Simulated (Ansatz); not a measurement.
# SnTe: the band gap up the ladder of functionals

The task here is to estimate one member of a computed series from the others.

The runs shown are made with Ansatz 0.2.0. PAW datasets, plane waves. (Calculated; spin-unpolarised; the phase may be known or hypothetical.)

## The structure to begin with

The cell was relaxed beforehand with r2SCAN.

The symmetry is F-43m (No. 216, cubic); a = 7.168 Å in the conventional setting, 46.04 Å³ an atom. Around Sn lie 4 Te at 3.10 Å; around Te lie 4 Sn at 3.10 Å.

As a file:

```cif
data_structure
_symmetry_space_group_name_H-M 'F-43m'
_symmetry_Int_Tables_number 216
_cell_length_a 7.1680
_cell_length_b 7.1680
_cell_length_c 7.1680
_cell_angle_alpha 90.000
_cell_angle_beta 90.000
_cell_angle_gamma 90.000
_cell_volume 368.29
loop_
_atom_site_label
_atom_site_type_symbol
_atom_site_symmetry_multiplicity
_atom_site_Wyckoff_symbol
_atom_site_fract_x
_atom_site_fract_y
_atom_site_fract_z
_atom_site_occupancy
Sn1 Sn 4 a 0.00000 0.00000 0.00000 1
Te1 Te 4 d 0.25000 0.25000 0.75000 1
```

Set-up of the first run:

The input, input.yaml:

```yaml
crystal:
  lattice:
    - [0.0, 3.5839840079, 3.5839840079]
    - [3.5839840079, 0.0, 3.5839840079]
    - [3.5839840079, 3.5839840079, 0.0]
  atoms:
    - { symbol: Sn, position: [0.0, 0.0, 0.0] }
    - { symbol: Te, position: [0.25, 0.25, 0.25] }
kpoints:
  mp_grid: { grid: [6, 6, 6] }
  band_path:
    path:
      - [[0.0, 0.0, 0.0], [-0.5, -0.5, 2.630156340011e-34], [-0.375, -0.375, 0.25]]
      - [[-0.375, 5.366835152823e-19, 0.375], [0.0, 0.0, 0.0], [-1.142204314338e-17, -1.142204314338e-17, 0.5], [-0.5, -0.25, 0.25], [-0.5, -0.5, 2.630156340011e-34]]
    npoints: 10
hamiltonian:
  xc: pbe
scf:
  occupations: { method: fermi_dirac, width: 0.02 }
  n_extra_bands: 4
output:
  forces: true
  stress: true
  eigenvalues: true
```

Command:

```bash
$ ansatz run input.yaml --threads 2 --pin off --max-ram 2211MiB --backend cpu --events-out ev --progress --plain --runs-dir out
```

Among the steps run: PBE band path; r2SCAN; HSE06 at the same geometry; PBE+SOC; PBE0; Single point with LDA; HSE06+SOC at the same geometry.

One table of the session follows, with a row left open; its other results are not shown here.

| level | gap (eV) |
| --- | --- |
| PBE | 0.02 |
| r2SCAN | 0.08 |
| HSE06 | 0.31 |
| PBE+SOC | ? |
| PBE0 | 0.88 |
| LDA | -0.06 |
| HSE06+SOC | -0.02 |

Estimate the missing values for PBE+SOC.

The run gave: gap (eV): -0.21. In the column «gap (eV)» it is the lowest.

Meshes: PBE 6×6×6, r2SCAN 6×6×6, HSE06 4×4×4, PBE+SOC 6×6×6, PBE0 4×4×4, LDA 6×6×6, HSE06+SOC 4×4×4

PBE+SOC gives the least gap, -0.21 eV, and PBE0 the largest, 0.88 eV. PBE reaches 7 % of the HSE06 value, and r2SCAN 28 %. PBE0 lies 0.57 eV above HSE06, which differs from it by screening the long-range exchange.

Limits of these values: Warnings in the runs' records: stress exchange threshold loose, stress scf threshold loose, filled band counts differ across k points.
